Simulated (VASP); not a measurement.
# Re (Fm-3m) in VASP: settings compared

Aim: see how the results for Re move with the level of theory and the settings. Levels: rSCAN, r2SCAN+D3(BJ), r2SCAN, LDA. Tasks: relaxation of cell and atoms, relaxation of the atoms, single point.

Everything below comes from runs of VASP 6.6.1. Logs are shortened: lines on timing, memory, paths and dates and some standing lists are left out, and cuts for length are marked.

## 1. The crystal as given

The structure is cubic, space group Fm-3m (No. 225). Conventional cell: a = 3.950 Å, b = 3.950 Å, c = 3.950 Å, α = 90.00°, β = 90.00°, γ = 90.00°. Re (site symmetry m-3m) is surrounded by 12 Re at 2.79 Å.

This isn't the form of Re at room conditions, which is hcp.

## 2. Relaxation of cell and atoms, rSCAN

The input, INCAR:

```
SYSTEM = Re
  ALGO = Normal
  EDIFF = 1E-6
  EDIFFG = -0.005
  ENCUT = 600
  IBRION = 2
  ISIF = 3
  ISMEAR = 1
  LASPH = .TRUE.
  LCHARG = .FALSE.
  LMIXTAU = .TRUE.
  LREAL = .FALSE.
  LWAVE = .FALSE.
  METAGGA = RSCAN
  NELM = 60
  NSW = 40
  PREC = Accurate
  SIGMA = 0.1
```

The input, KPOINTS:

```
k-points
0
G
  12 12 12
  0 0 0
```

The input, POSCAR:

```
Re
1.0
    0.0000000000      1.9750000000      1.9750000000
    1.9750000000      0.0000000000      1.9750000000
    1.9750000000      1.9750000000      0.0000000000
Re
1
Direct
    0.0000000000      0.0000000000      0.0000000000
```

Potentials or basis: VASP PAW PBE potentials, release 64 (Re).

Command:

```console
cat potpaw_PBE.64/Re/POTCAR > POTCAR
mpirun -np 1 vasp_std > vasp.out
```

OUTCAR:

```text
SYSTEM = Re
   EDIFF = 1E-6
   EDIFFG = -0.005
   ENCUT = 600
   IBRION = 2
   ISIF = 3
   ISMEAR = 1
   LASPH = .TRUE.
   LREAL = .FALSE.
   METAGGA = RSCAN
   NELM = 60
   NSW = 40
   PREC = Accurate

 ion  position               nearest neighbor table
   1  0.000  0.000  0.000-

  LATTYP: Found a face centered cubic cell.
 ALAT       =     3.9500000000

  Lattice vectors:

 A1 = (   0.0000000000,   1.9750000000,   1.9750000000)
 A2 = (   1.9750000000,   0.0000000000,   1.9750000000)
 A3 = (   1.9750000000,   1.9750000000,   0.0000000000)

Analysis of symmetry for initial positions (statically):
=====================================================================
 Subroutine PRICEL returns:
 Original cell was already a primitive cell.

 Routine SETGRP: Setting up the symmetry group for a
 face centered cubic supercell.

 Subroutine GETGRP returns: Found 48 space group operations
 (whereof 48 operations were pure point group operations)
 out of a pool of 48 trial point group operations.

The static configuration has the point symmetry O_h .

Analysis of symmetry for dynamics (positions and initial velocities):
=====================================================================
 Subroutine PRICEL returns:
 Original cell was already a primitive cell.

 Routine SETGRP: Setting up the symmetry group for a
 face centered cubic supercell.

 Subroutine GETGRP returns: Found 48 space group operations
 (whereof 48 operations were pure point group operations)
 out of a pool of 48 trial point group operations.

The dynamic configuration has the point symmetry O_h .

 Subroutine INISYM returns: Found 48 space group operations
 (whereof 48 operations are pure point group operations),
 and found     1 'primitive' translations

----------------------------------------------------------------------------------------

                                     Primitive cell

  volume of cell :      15.4075

  direct lattice vectors                    reciprocal lattice vectors
     0.000000000  1.975000000  1.975000000    -0.253164557  0.253164557  0.253164557
     1.975000000  0.000000000  1.975000000     0.253164557 -0.253164557  0.253164557
     1.975000000  1.975000000  0.000000000     0.253164557  0.253164557 -0.253164557

  length of vectors
     2.793071786  2.793071786  2.793071786     0.438493875  0.438493875  0.438493875

  position of ions in fractional coordinates (direct lattice)
     0.000000000  0.000000000  0.000000000

  ion indices of the primitive-cell ions
   primitive index   ion index
                 1           1

----------------------------------------------------------------------------------------

 KPOINTS: k-points

Automatic generation of k-mesh.
 Grid dimensions read from file:
 generate k-points for:   12   12   12

 Generating k-lattice:

  Cartesian coordinates                     Fractional coordinates (reciprocal lattice)
    -0.021097046  0.021097046  0.021097046     0.083333333  0.000000000  0.000000000
     0.021097046 -0.021097046  0.021097046     0.000000000  0.083333333  0.000000000
     0.021097046  0.021097046 -0.021097046     0.000000000  0.000000000  0.083333333

  Length of vectors
     0.036541156  0.036541156  0.036541156

  Shift w.r.t. Gamma in fractional coordinates (k-lattice)
     0.000000000  0.000000000  0.000000000

 Subroutine IBZKPT returns following result:
 ===========================================

 Found     72 irreducible k-points:

 Following reciprocal coordinates:
            Coordinates               Weight
  0.000000  0.000000  0.000000      1.000000
  0.083333  0.000000  0.000000      8.000000
  0.166667  0.000000  0.000000      8.000000
  0.250000  0.000000  0.000000      8.000000
  0.333333  0.000000  0.000000      8.000000
  0.416667  0.000000  0.000000      8.000000
[... 16 lines left out ...]
  0.500000  0.166667  0.000000     24.000000
 -0.416667  0.166667  0.000000     24.000000
 [... further k-points ...]
   k-points           NKPTS =     72   k-points in BZ     NKDIM =     72   number of bands    NBANDS=      7
   number of dos      NEDOS =    301   number of ions     NIONS =      1
   total plane-waves  NPLWV =  13824
   dimension x,y,z NGX =    24 NGY =   24 NGZ =   24
   dimension x,y,z NGXF=    48 NGYF=   48 NGZF=   48
   ions per type =               1
   NGX,Y,Z   is equivalent  to a cutoff of  14.28, 14.28, 14.28 a.u.
   NGXF,Y,Z  is equivalent  to a cutoff of  28.57, 28.57, 28.57 a.u.
 SYSTEM =  Re
   PREC   = accura    normal or accurate (medium, high low for compatibility)
   ISTART =      0    job   : 0-new  1-cont  2-samecut
   ICHARG =      2    charge: 1-file 2-atom 10-const
   ISPIN  =      1    spin polarized calculation?
   LNONCOLLINEAR =      F non collinear calculations
   LSORBIT =      F    spin-orbit coupling
   LASPH  =      T    aspherical Exc in radial PAW
   ENCUT  =  600.0 eV  44.10 Ry    6.64 a.u.   5.58  5.58  5.58*2*pi/ulx,y,z
   NELM   =     60;   NELMIN=  2; NELMDL= -5     # of ELM steps
   EDIFF  = 0.1E-05   stopping-criterion for ELM
   LREAL  =      F    real-space projection
   EDIFFG = -.5E-02   stopping-criterion for IOM
   NSW    =     40    number of steps for IOM
   IBRION =      2    ionic relax: 0-MD 1-quasi-New 2-CG
   NFREE  =      1    steps in history (QN), initial steepest desc. (CG)
   ISIF   =      3    stress and relaxation
   ISYM   =      2    0-nonsym 1-usesym 2-fastsym
   POTIM  = 0.5000    time-step for ionic-motion
   TEBEG  =    0.0;   TEEND  =   0.0 temperature during run
   PSTRESS=    0.0 pullay stress
   NELECT =       7.0000    total number of electrons
   NUPDOWN=      -1.0000    fix difference up-down
   EMIN   =  10.00;   EMAX   =-10.00  energy-range for DOS
   EFERMI =   0.00;   METHOD = LEGACY
   ISMEAR =     1;   SIGMA  =   0.10  broadening in eV -4-tet -1-fermi 0-gaus
   EFERMI_NEDOS =   21; number of points for ismear=-14 and -15
   IALGO  =     38    algorithm
   IMIX   =      4    mixing-type and parameters
     AMIX     =   0.40;   BMIX     =  1.00
     AMIX_MAG =   1.60;   BMIX_MAG =  1.00
  volume/ion in A,a.u.               =      15.41       103.97
  Fermi-wavevector in a.u.,A,eV,Ry     =   1.258531  2.378278 21.550255  1.583899
  Thomas-Fermi vector in A             =   2.392135
   LORBIT       =      0    0 simple, 1 ext, 2 COOP (PROOUT), +10 PAW based schemes
   METAGGA = RSCAN    functional components
   LHFCALC =     F    Hartree Fock is set to
   AEXX    =    0.0000 exact exchange contribution
   IVDW    =     0    specifies the selected vdW correction
   LEPSILON=     F    determine dielectric tensor
   LRPA    =     F    only Hartree local field effects (RPA)
 conjugate gradient relaxation of ions
 non-spin polarized calculation
 Methfessel and Paxton  Order N= 1 SIGMA  =   0.10
  energy-cutoff  :      600.00
  volume of cell :       15.41
 maximum number of plane-waves:       532
 NGX is ok and might be reduce to    24
   NGX = 11   NGY = 11   NGZ = 11

--------------------------------------- Ionic step        1  -------------------------------------------

 number of electron       7.0000000 magnetization

 Free energy of the ion-electron system (eV)
  ---------------------------------------------------
  ext. energy  EPLUGINS =         0.00000000
  ---------------------------------------------------
  free energy    TOTEN  =       -89.89083555 eV

  energy without entropy =      -89.89117724  energy(sigma->0) =      -89.89094945

------------------------ aborting loop because EDIFF is reached ----------------------------------------

  FORCE on cell =-STRESS in cart. coord.  units (eV):
  Direction    XX          YY          ZZ          XY          YZ          ZX
  --------------------------------------------------------------------------------------
  -------------------------------------------------------------------------------------
  Total       -1.5195335     -1.5195335     -1.5195335      0.0000000     -0.0000000     -0.0000000
  in kB     -158.0118119   -158.0118119   -158.0118119      0.0000000     -0.0000000     -0.0000000
  external PRESSURE =    -158.0118119 kB  Pullay stress =       0.0000000 kB

 VOLUME and BASIS-vectors are now :
 -----------------------------------------------------------------------------
  energy-cutoff  :      600.00
  volume of cell :       15.41
      direct lattice vectors                 reciprocal lattice vectors
     0.000000000  1.975000000  1.975000000    -0.253164557  0.253164557  0.253164557
     1.975000000  0.000000000  1.975000000     0.253164557 -0.253164557  0.253164557
     1.975000000  1.975000000  0.000000000     0.253164557  0.253164557 -0.253164557

 POSITION                                       TOTAL-FORCE (eV/Angst)
 -----------------------------------------------------------------------------------
      0.00000      0.00000      0.00000         0.000000      0.000000      0.000000
 -----------------------------------------------------------------------------------
    total drift:                               -0.000000      0.000000     -0.000000

  FREE ENERGIE OF THE ION-ELECTRON SYSTEM (eV)
  ---------------------------------------------------
  free  energy   TOTEN  =       -89.8908355522 eV

  energy  without entropy=      -89.8911772393  energy(sigma->0) =      -89.89094945

--------------------------------------- Ionic step        2  -------------------------------------------

 number of electron       7.0000000 magnetization

 E-fermi :  10.4585     XC(G=0): -16.0896

 val. band max:       10.4333796174   @ k =   0.2500   0.1667   0.0833
 cond. band min:      10.4868605641   @ k =   0.4167   0.3333   0.0000
 fundamental gap:      0.0534809466
 Fermi energy:        10.4584609834

 k-point     1 :       0.0000    0.0000    0.0000
  band No.  band energies     occupation
      1      -1.4079      2.00000
      2       7.7712      2.00000
      3       7.7712      2.00000
      4       7.7712      2.00000
      5      12.1651     -0.00000
      6      12.1651     -0.00000
      7      24.9460      0.00000

 k-point     2 :       0.0833    0.0000    0.0000
  band No.  band energies     occupation
      1      -0.9920      2.00000
      2       7.4786      2.00000
      3       7.9662      2.00000
      4       7.9662      2.00000
      5      11.9885     -0.00000
      6      11.9885     -0.00000
      7      25.7661      0.00000
[... 312 lines left out ...]
 POSITION                                       TOTAL-FORCE (eV/Angst)
 -----------------------------------------------------------------------------------
      1.94679      1.94679     -0.00000        -0.000000     -0.000000     -0.000000
 -----------------------------------------------------------------------------------
    total drift:                                0.000000      0.000000     -0.000000

  FREE ENERGIE OF THE ION-ELECTRON SYSTEM (eV)
  ---------------------------------------------------
  free  energy   TOTEN  =       -89.9247610296 eV

  energy  without entropy=      -89.9248583236  energy(sigma->0) =      -89.92479346

--------------------------------------- Ionic step        5  -------------------------------------------

 number of electron       7.0000000 magnetization

 Free energy of the ion-electron system (eV)
  ---------------------------------------------------
  ext. energy  EPLUGINS =         0.00000000
  ---------------------------------------------------
  free energy    TOTEN  =       -89.92477311 eV

  energy without entropy =      -89.92486565  energy(sigma->0) =      -89.92480396

 E-fermi :   7.9022     XC(G=0): -14.9181

 val. band max:        7.8591889454   @ k =   0.5000   0.4167   0.0833
 cond. band min:       7.9430910931   @ k =  -0.1667   0.2500   0.0833
 fundamental gap:      0.0839021477
 Fermi energy:         7.9021739877

 k-point     1 :       0.0000    0.0000    0.0000
  band No.  band energies     occupation
      1      -2.6185      2.00000
      2       5.9002      2.00000
      3       5.9002      2.00000
      4       5.9002      2.00000
      5       9.2696     -0.00000
      6       9.2696     -0.00000
      7      22.4025      0.00000

 k-point     2 :       0.0833    0.0000    0.0000
  band No.  band energies     occupation
      1      -2.2851      2.00000
      2       5.6760      2.00000
      3       6.0527      2.00000
      4       6.0527      2.00000
      5       9.1509     -0.00000
      6       9.1509     -0.00000
      7      23.0427      0.00000
[... 242 lines left out ...]
 POSITION                                       TOTAL-FORCE (eV/Angst)
 -----------------------------------------------------------------------------------
      0.00000      0.00000      0.00000         0.000000      0.000000     -0.000000
 -----------------------------------------------------------------------------------
    total drift:                                0.000000      0.000000     -0.000000

  FREE ENERGIE OF THE ION-ELECTRON SYSTEM (eV)
  ---------------------------------------------------
  free  energy   TOTEN  =       -89.9247731141 eV

  energy  without entropy=      -89.9248656465  energy(sigma->0) =      -89.92480396

 reached required accuracy - stopping structural energy minimisation
```

Wall time 60 s (1 thread of Intel Xeon 6975P-C (Granite Rapids), shared host); peak memory 0.16 GiB.

Results:

* Free energy: -89.9248 eV
* Relaxed volume: 14.74 Å³/atom
* Relaxed cell: a = 2.752 Å, b = 2.752 Å, c = 2.752 Å, α = 60.00°, β = 60.00°, γ = 60.00°
* Space group after relaxing (to 0.05 Å): Fm-3m (No. 225)
* Energy gained by relaxing: 33.9 meV/atom
* Ionic steps: 5
* Pressure after relaxing: 0.0 GPa
* Band gap on the k mesh: none (metal or under the smearing width)

Step by step:
```tsv
step	energy change (eV)	largest force (eV/Å)	pressure (GPa)	volume (Å³)
1	0.0000	0.0000	-15.80	15.41
2	0.6820	0.0000	108.79	12.26
3	-0.0337	0.0000	-1.47	14.80
4	-0.0339	0.0000	-0.30	14.76
5	-0.0339	0.0000	0.04	14.74
```

Final structure:
```yaml
crystal:
  lattice:
    - [0.00000, 1.94622, 1.94622]
    - [1.94622, 0.00000, 1.94622]
    - [1.94622, 1.94622, 0.00000]
  atoms:
    - { symbol: Re, position: [0.00000, 0.00000, 0.00000] }
```

Levels at points of the mesh, in eV from the Fermi level:
```
           k point  band 1  band 2  band 3  band 4  band 5  band 6  band 7
(0.00, 0.00, 0.00)  -10.52   -2.00   -2.00   -2.00    1.37    1.37   14.50
(0.50, 0.00, 0.00)   -7.16   -2.17   -2.17    0.18    3.93    3.93   10.44
(0.50, 0.50, 0.00)   -7.04   -6.23    2.86    3.93    4.66    4.66   12.87
```

Caveat: the PAW data sets were made with another functional, which shifts forces and pressure a little. The run has no spin-orbit coupling, so splittings on Re are missing.

(Continued in part 2 of 2.)
